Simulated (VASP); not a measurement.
# CdSe (Fm-3m) in VASP: notebook

One crystal, CdSe, is run at these levels: PBE, PW91+D3(BJ); tasks: single point, relaxation of cell and atoms.

Everything below comes from runs of VASP 6.6.1. Logs are shortened: lines on timing, memory, paths and dates and some standing lists are left out, and cuts for length are marked.

### Step 1. The crystal as given

Symmetry: Fm-3m, No. 225, cubic system. The conventional cell has a = 5.748 Å, b = 5.748 Å, c = 5.748 Å, α = 90.00°, β = 90.00°, γ = 90.00°. Cd (site symmetry m-3m) is surrounded by 6 Se at 2.87 Å. Around Se (site symmetry m-3m) lie 6 Cd at 2.87 Å.

Measurements of this composition are mostly on another form, of space group No. 186.

### Step 2. Single point, PBE

INCAR reads:

```
SYSTEM = CdSe
PREC = Accurate ; ENCUT = 500
EDIFF = 1E-6 ; ISMEAR = 0
SIGMA = 0.02 ; LREAL = .FALSE.
LASPH = .TRUE. ; NELM = 60
ALGO = Normal ; ISIF = 2
LWAVE = .FALSE. ; LCHARG = .FALSE.
GGA = PE ; NBANDS = 16
```

KPOINTS reads:

```
regular mesh
0
G
  5 5 5
  0 0 0
```

POSCAR reads:

```
CdSe
1.0
    0.0000000000      2.8739580000      2.8739580000
    2.8739580000      0.0000000000      2.8739580000
    2.8739580000      2.8739580000      0.0000000000
Cd Se
1 1
Direct
    0.0000000000      0.0000000000      0.0000000000
    0.5000000000      0.5000000000      0.5000000000
```

Potentials or basis: VASP PAW PBE potentials, release 64 (Cd_GW, Se_GW).

Started as:

```sh
$ cat potpaw_PBE.64/Cd_GW/POTCAR potpaw_PBE.64/Se_GW/POTCAR > POTCAR
$ mpirun -np 1 vasp_std > vasp.out
```

OUTCAR:

```text
SYSTEM = CdSe
   PREC = Accurate
   ENCUT = 500
   EDIFF = 1E-6
   ISMEAR = 0
   LREAL = .FALSE.
   LASPH = .TRUE.
   NELM = 60
   ISIF = 2
   GGA = PE

 ion  position               nearest neighbor table
   1  0.000  0.000  0.000-   2 2.87   2 2.87   2 2.87   2 2.87   2 2.87   2 2.87
   2  0.500  0.500  0.500-   1 2.87   1 2.87   1 2.87   1 2.87   1 2.87   1 2.87

  LATTYP: Found a face centered cubic cell.
 ALAT       =     5.7479160000

  Lattice vectors:

 A1 = (   0.0000000000,   2.8739580000,   2.8739580000)
 A2 = (   2.8739580000,   0.0000000000,   2.8739580000)
 A3 = (   2.8739580000,   2.8739580000,   0.0000000000)

Analysis of symmetry for initial positions (statically):
=====================================================================
 Subroutine PRICEL returns:
 Original cell was already a primitive cell.

 Routine SETGRP: Setting up the symmetry group for a
 face centered cubic supercell.

 Subroutine GETGRP returns: Found 48 space group operations
 (whereof 48 operations were pure point group operations)
 out of a pool of 48 trial point group operations.

The static configuration has the point symmetry O_h .

Analysis of symmetry for dynamics (positions and initial velocities):
=====================================================================
 Subroutine PRICEL returns:
 Original cell was already a primitive cell.

 Routine SETGRP: Setting up the symmetry group for a
 face centered cubic supercell.

 Subroutine GETGRP returns: Found 48 space group operations
 (whereof 48 operations were pure point group operations)
 out of a pool of 48 trial point group operations.

The dynamic configuration has the point symmetry O_h .

 Subroutine INISYM returns: Found 48 space group operations
 (whereof 48 operations are pure point group operations),
 and found     1 'primitive' translations

----------------------------------------------------------------------------------------

                                     Primitive cell

  volume of cell :      47.4757

  direct lattice vectors                    reciprocal lattice vectors
     0.000000000  2.873958000  2.873958000    -0.173976098  0.173976098  0.173976098
     2.873958000  0.000000000  2.873958000     0.173976098 -0.173976098  0.173976098
     2.873958000  2.873958000  0.000000000     0.173976098  0.173976098 -0.173976098

  length of vectors
     4.064390381  4.064390381  4.064390381     0.301335442  0.301335442  0.301335442

  position of ions in fractional coordinates (direct lattice)
     0.000000000  0.000000000  0.000000000
     0.500000000  0.500000000  0.500000000
[... 64 lines left out ...]
   EDIFFG = 0.1E-04   stopping-criterion for IOM
   NSW    =      0    number of steps for IOM
   IBRION =     -1    ionic relax: 0-MD 1-quasi-New 2-CG
   NFREE  =      0    steps in history (QN), initial steepest desc. (CG)
   ISIF   =      2    stress and relaxation
   ISYM   =      2    0-nonsym 1-usesym 2-fastsym
   POTIM  = 0.5000    time-step for ionic-motion
   TEBEG  =    0.0;   TEEND  =   0.0 temperature during run
   PSTRESS=    0.0 pullay stress
   NELECT =      18.0000    total number of electrons
   NUPDOWN=      -1.0000    fix difference up-down
   EMIN   =  10.00;   EMAX   =-10.00  energy-range for DOS
   EFERMI =   0.00;   METHOD = LEGACY
   ISMEAR =     0;   SIGMA  =   0.02  broadening in eV -4-tet -1-fermi 0-gaus
   EFERMI_NEDOS =   21; number of points for ismear=-14 and -15
   IALGO  =     38    algorithm
   IMIX   =      4    mixing-type and parameters
     AMIX     =   0.40;   BMIX     =  1.00
     AMIX_MAG =   1.60;   BMIX_MAG =  1.00
  volume/ion in A,a.u.               =      23.74       160.19
  Fermi-wavevector in a.u.,A,eV,Ry     =   1.184882  2.239103 19.101849  1.403946
  Thomas-Fermi vector in A             =   2.321088
   LORBIT       =      0    0 simple, 1 ext, 2 COOP (PROOUT), +10 PAW based schemes
   GGA     = PE    functional components
   LHFCALC =     F    Hartree Fock is set to
   AEXX    =    0.0000 exact exchange contribution
   IVDW    =     0    specifies the selected vdW correction
   LEPSILON=     F    determine dielectric tensor
   LRPA    =     F    only Hartree local field effects (RPA)
 non-spin polarized calculation
 Gauss-broadening in eV      SIGMA  =   0.02
  energy-cutoff  :      500.00
  volume of cell :       47.48
 maximum number of plane-waves:      1243
 NGX is ok and might be reduce to    30
   NGX = 15   NGY = 15   NGZ = 15

 number of electron      17.9999995 magnetization

 Free energy of the ion-electron system (eV)
  ---------------------------------------------------
  ext. energy  EPLUGINS =         0.00000000
  ---------------------------------------------------
  free energy    TOTEN  =        -5.19379935 eV

  energy without entropy =       -5.19349739  energy(sigma->0) =       -5.19364837

 E-fermi :   3.7042     XC(G=0): -10.0087

 val. band max:        3.6764573071   @ k =  -0.2000   0.2000   0.0000
 cond. band min:       3.7278514901   @ k =   0.4000   0.4000   0.0000
 fundamental gap:      0.0513941830
 Fermi energy:         3.7041750631

 k-point     1 :       0.0000    0.0000    0.0000
  band No.  band energies     occupation
      1      -9.1974      2.00000
      2      -4.2909      2.00000
      3      -4.2909      2.00000
      4      -4.2759      2.00000
      5      -4.2759      2.00000
      6      -4.2759      2.00000
[... 167 lines left out ...]
      3      -4.3029      2.00000
      4      -4.2418      2.00000
      5      -4.1137      2.00000
      6      -3.9000      2.00000
[... 8 lines left out ...]
     15      15.6760      0.00000
     16      18.2957      0.00000

------------------------ aborting loop because EDIFF is reached ----------------------------------------

  FORCE on cell =-STRESS in cart. coord.  units (eV):
  Direction    XX          YY          ZZ          XY          YZ          ZX
  --------------------------------------------------------------------------------------
  -------------------------------------------------------------------------------------
  Total       -0.0638648     -0.0638648     -0.0638648     -0.0000000     -0.0000000     -0.0000000
  in kB       -2.1552675     -2.1552675     -2.1552675     -0.0000000     -0.0000000     -0.0000000
  external PRESSURE =      -2.1552675 kB  Pullay stress =       0.0000000 kB

 VOLUME and BASIS-vectors are now :
 -----------------------------------------------------------------------------
  energy-cutoff  :      500.00
  volume of cell :       47.48
      direct lattice vectors                 reciprocal lattice vectors
     0.000000000  2.873958000  2.873958000    -0.173976098  0.173976098  0.173976098
     2.873958000  0.000000000  2.873958000     0.173976098 -0.173976098  0.173976098
     2.873958000  2.873958000  0.000000000     0.173976098  0.173976098 -0.173976098

 POSITION                                       TOTAL-FORCE (eV/Angst)
 -----------------------------------------------------------------------------------
      0.00000      0.00000      0.00000         0.000000      0.000000      0.000000
      2.87396      2.87396      2.87396        -0.000000      0.000000     -0.000000
 -----------------------------------------------------------------------------------
    total drift:                               -0.000000      0.000000      0.000000

  FREE ENERGIE OF THE ION-ELECTRON SYSTEM (eV)
  ---------------------------------------------------
  free  energy   TOTEN  =        -5.1937993498 eV

  energy  without entropy=       -5.1934973889  energy(sigma->0) =       -5.19364837
```

stdout:

```text
POSCAR found type information on POSCAR CdSe
 POSCAR found :  2 types and       2 ions
 scaLAPACK will be used
 LDA part: xc-table for (Slater+PW92), standard interpolation
 POSCAR, INCAR and KPOINTS ok, starting setup
 FFT: planning ... GRIDC
 FFT: planning ... GRID_SOFT
 FFT: planning ... GRID
 WAVECAR not read
 entering main loop
```

It took 8.8 s on 1 thread of Intel Xeon 6975P-C (Granite Rapids), shared host; peak memory 0.17 GiB.

Results:

* Free energy: -5.1938 eV
* Pressure: -0.2 GPa
* Band gap on the k mesh: 0.05 eV, indirect (least direct gap 0.67 eV)

Caveat: an odd mesh through Γ misses points on the zone boundary, where band edges often lie.

### Step 3. Single point, PBE

INCAR reads:

```
PREC = Accurate
ENCUT = 520
EDIFF = 1E-6
ISMEAR = 0
SIGMA = 0.05
LREAL = F
LASPH = T
NELM = 100
ALGO = Normal
ISIF = 2
LWAVE = F
LCHARG = F
GGA = PE
NBANDS = 16
```

KPOINTS reads:

```
Automatic mesh
0
Gamma
  8 8 8
```

POSCAR reads:

```
CdSe
4.0644
    0.000000000000      0.707105107765      0.707105107765
    0.707105107765      0.000000000000      0.707105107765
    0.707105107765      0.707105107765      0.000000000000
Cd Se
1 1
Direct
    0.0000000000      0.0000000000      0.0000000000
    0.5000000000      0.5000000000      0.5000000000
```

Potentials or basis: VASP PAW PBE potentials, release 64 (Cd, Se).

Started as:

```sh
$ cat potpaw_PBE.64/Cd/POTCAR potpaw_PBE.64/Se/POTCAR > POTCAR
$ mpirun -np 1 vasp_std > vasp.out
```

Wall time 10 s (1 thread of AMD EPYC 9R45 (Zen 5), shared host); peak memory 0.14 GiB.

Results (log left out):

```yaml
Free_energy: -5.2043 eV
Pressure: 0.0 GPa
Band_gap_on_the_k_mesh: none (metal or under the smearing width)
```

Levels at points of the mesh, in eV from the Fermi level:
| k point | band 6 | band 7 | band 8 | band 9 | band 10 | band 11 | band 12 | band 13 |
| --- | --- | --- | --- | --- | --- | --- | --- | --- |
| (0.00, 0.00, 0.00) | -7.94 | -0.63 | -0.63 | -0.63 | 0.05 | 8.62 | 8.62 | 8.62 |
| (0.50, 0.00, 0.00) | -7.80 | -4.95 | -0.07 | -0.07 | 3.00 | 5.24 | 5.24 | 5.88 |
| (0.50, 0.50, 0.00) | -7.27 | -4.10 | -2.07 | -2.07 | -0.48 | 5.44 | 9.68 | 10.27 |

### Step 4. Single point, PBE

run.py reads:

```python
from ase.calculators.vasp import Vasp
from ase.dft.bandgap import bandgap
from ase.io import read

atoms = read('CdSe.xyz')
calc = Vasp(
    directory='calc',
    xc='pbe',
    pp='PBE',
    setups='materialsproject',
    prec='Accurate',
    encut=520,
    ediff=1e-06,
    ismear=0,
    sigma=0.05,
    lreal=False,
    lasph=True,
    nelm=80,
    algo='Normal',
    isif=2,
    lwave=False,
    lcharg=False,
    kpts=[8, 8, 8],
    gamma=True,
    nbands=16,
)
atoms.calc = calc

print('energy (eV):', atoms.get_potential_energy())
print('free energy (eV):', atoms.get_potential_energy(force_consistent=True))
print('forces (eV/A):')
print(atoms.get_forces())
print('stress (eV/A^3, Voigt):', atoms.get_stress())
print('Fermi level (eV):', calc.get_fermi_level())
gap, top, bottom = bandgap(calc)
print('band gap (eV):', gap, 'from (spin, k, band)', top, 'to', bottom)
```

CdSe.xyz reads:

```xyz
2
Lattice="0.0000000000 2.8739580000 2.8739580000 2.8739580000 0.0000000000 2.8739580000 2.8739580000 2.8739580000 0.0000000000" Properties=species:S:1:pos:R:3 pbc="T T T"
Cd     0.0000000000      0.0000000000      0.0000000000
Se     2.8739580000      2.8739580000      2.8739580000
```

Started as:

```sh
$ python run.py
```

Wall time 15 s (1 thread of AMD EPYC 9R45 (Zen 5), shared host); peak memory 0.14 GiB.

The run converged. Its results:

| Quantity | Value |
| --- | --- |
| Free energy | -5.2043 eV |
| Pressure | 0.0 GPa |
| Band gap on the k mesh | none (metal or under the smearing width) |

Levels at points of the mesh, in eV from the Fermi level:
```csv
k point,band 5,band 6,band 7,band 8,band 9,band 10,band 11,band 12,band 13,band 14
"(0.00, 0.00, 0.00)",-7.94,-7.94,-0.63,-0.63,-0.63,0.05,8.62,8.62,8.62,9.73
"(0.50, 0.00, 0.00)",-7.80,-7.80,-4.95,-0.07,-0.07,3.00,5.24,5.24,5.88,11.20
"(0.50, 0.50, 0.00)",-7.75,-7.27,-4.10,-2.07,-2.07,-0.48,5.44,9.68,10.27,10.27
```

### Step 5. Relaxation of cell and atoms, PW91+D3(BJ) (atoms moved at random, drawn with an rms of 0.1 Å)

INCAR reads:

```
  PREC = Accurate
  ENCUT = 580
  EDIFF = 1E-6
  ISMEAR = -5
  SIGMA = 0.05
  LREAL = False
  LASPH = True
  NELM = 60
  ALGO = Normal
  ISIF = 3
  LWAVE = False
  LCHARG = False
  GGA = 91
  IVDW = 12
  VDW_S6 = 1.0
  VDW_S8 = 1.9598
  VDW_A1 = 0.6319
  VDW_A2 = 4.5718
  IBRION = 2
  NSW = 60
  EDIFFG = -0.02
```

KPOINTS is that of step 3.

POSCAR reads:

```
CdSe
1.0
    0.0000000000      2.8739580000      2.8739580000
    2.8739580000      0.0000000000      2.8739580000
    2.8739580000      2.8739580000      0.0000000000
Cd Se
1 1
Cartesian
   -0.0815686760     -0.0174420511     -0.1466896903
    2.8202638427      2.8516129766      2.8297737697
```

Started as:

```sh
$ cat potpaw_PBE.64/Cd/POTCAR potpaw_PBE.64/Se/POTCAR > POTCAR
$ mpirun -np 1 vasp_std > vasp.out
```

Wall time 10 min (1 thread of AMD EPYC 9R45 (Zen 5), shared host); peak memory 0.35 GiB.

It converged, with:

| Property | Result |
| --- | --- |
| Free energy | -5.7966 eV |
| Relaxed volume | 23.00 Å³/atom |
| Relaxed cell | a = 4.022 Å, b = 4.021 Å, c = 4.023 Å, α = 60.00°, β = 60.00°, γ = 60.02° |
| Space group after relaxing (to 0.05 Å) | Fm-3m (No. 225) |
| Energy gained by relaxing | 8.1 meV/atom |
| Ionic steps | 13 |
| Pressure after relaxing | 0.0 GPa |
| Largest force after relaxing | 0.004 eV/Å |
| Band gap on the k mesh | none (metal or under the smearing width) |
| Dispersion energy per atom | -0.270 eV |

Forces on the atoms (eV/Å):
```
Cd  -0.003  0.001  0.002
Se   0.003 -0.001 -0.002
```

The path:
| step | energy change (eV) | largest force (eV/Å) | pressure (GPa) | volume (Å³) |
| --- | --- | --- | --- | --- |
| 1 | 0.0000 | 0.1257 | -1.69 | 47.48 |
| 2 | -0.0089 | 0.1391 | 0.56 | 45.78 |
| 3 | -0.0091 | 0.1375 | 0.21 | 46.02 |
| 4 | -0.0111 | 0.1073 | 0.15 | 46.02 |
| 5 | -0.0121 | 0.0890 | 0.11 | 46.03 |
| 6 | -0.0131 | 0.0575 | 0.06 | 46.03 |
| 7 | -0.0133 | 0.0441 | 0.04 | 46.04 |
| 8 | -0.0153 | 0.0282 | -0.09 | 46.10 |
| 9 | -0.0158 | 0.0179 | -0.15 | 46.13 |
| 10 | -0.0159 | 0.0100 | -0.25 | 46.19 |
| 11 | -0.0160 | 0.0060 | -0.22 | 46.17 |
| 12 | -0.0160 | 0.0048 | 0.28 | 45.82 |
| 13 | -0.0161 | 0.0041 | 0.02 | 46.01 |

Final structure:
```cif
data_structure
_symmetry_space_group_name_H-M 'P 1'
_symmetry_Int_Tables_number 1
_cell_length_a 4.0219
_cell_length_b 4.0206
_cell_length_c 4.0228
_cell_angle_alpha 59.999
_cell_angle_beta 60.000
_cell_angle_gamma 60.023
_cell_volume 46.01
loop_
_atom_site_label
_atom_site_type_symbol
_atom_site_fract_x
_atom_site_fract_y
_atom_site_fract_z
_atom_site_occupancy
Cd1 Cd 0.99134 0.97521 0.00167 1
Se1 Se 0.49206 0.47497 0.50108 1
```

Levels at points of the mesh, in eV from the Fermi level:
```tsv
k point	band 6	band 7	band 8	band 9	band 10	band 11	band 12	band 13
(0.00, 0.00, 0.00)	-7.94	-0.59	-0.59	-0.59	0.26	8.74	8.74	8.75
(0.50, 0.00, 0.00)	-7.79	-5.03	0.02	0.02	3.07	5.31	5.31	6.20
(0.00, 0.50, 0.00)	-7.79	-5.03	0.02	0.02	3.07	5.31	5.31	6.19
(0.00, 0.00, 0.50)	-7.79	-5.03	0.02	0.02	3.07	5.31	5.31	6.20
(0.50, 0.50, 0.50)	-7.79	-5.03	0.02	0.02	3.07	5.31	5.31	6.20
(0.50, 0.50, 0.00)	-7.20	-4.21	-2.10	-2.10	-0.42	5.50	9.99	10.56
(0.00, 0.50, 0.50)	-7.20	-4.21	-2.10	-2.09	-0.42	5.51	9.99	10.57
(0.50, 0.00, 0.50)	-7.20	-4.21	-2.10	-2.09	-0.41	5.51	9.99	10.56
```

Caveat: the PAW data sets were made with another functional, which shifts forces and pressure a little; pairwise dispersion overbinds metals, which lowers pressure and volume; tetrahedron occupations give inexact forces and stress in metals.

### Step 6. For comparison

An earlier run on the cell as given: functional PBE; potentials or basis VASP PAW PBE potentials, release 64 (Cd, Se); cutoff 520 eV; k mesh 8 × 8 × 8; occupations fermi-dirac, width 0.05 eV; no spin polarisation.

* Pressure: 0.0 GPa
* Band gap on the k mesh: none (metal or under the smearing width)

### Step 7. The runs side by side

```tsv
task	level	potentials or basis	cell	k mesh	cutoff (eV)	smearing	gap on the mesh (eV)	pressure (GPa)
single point	PBE	VASP PAW PBE potentials, release 64 (Cd_GW, Se_GW)	as given	5 × 5 × 5	500	gaussian 0.02 eV	0.05	-0.2
single point	PBE	VASP PAW PBE potentials, release 64 (Cd, Se)	as given	8 × 8 × 8	520	gaussian 0.05 eV	none	0.0
relaxation of cell and atoms	PW91+D3(BJ)	VASP PAW PBE potentials, release 64 (Cd, Se)	relaxed from: atoms moved at random, drawn with an rms of 0.1 Å	8 × 8 × 8	580	tetrahedron	none	0.0
single point	PBE	VASP PAW PBE potentials, release 64 (Cd, Se)	as given	8 × 8 × 8	520	fermi-dirac 0.05 eV	none	0.0
```

Alike in all rows: no spin polarisation.

Caveats: an odd mesh through Γ misses points on the zone boundary, where band edges often lie (some runs); the PAW data sets were made with another functional, which shifts forces and pressure a little (some runs); pairwise dispersion overbinds metals, which lowers pressure and volume (some runs); tetrahedron occupations give inexact forces and stress in metals (some runs).

Absolute energies hang on the potentials; compare differences alone.
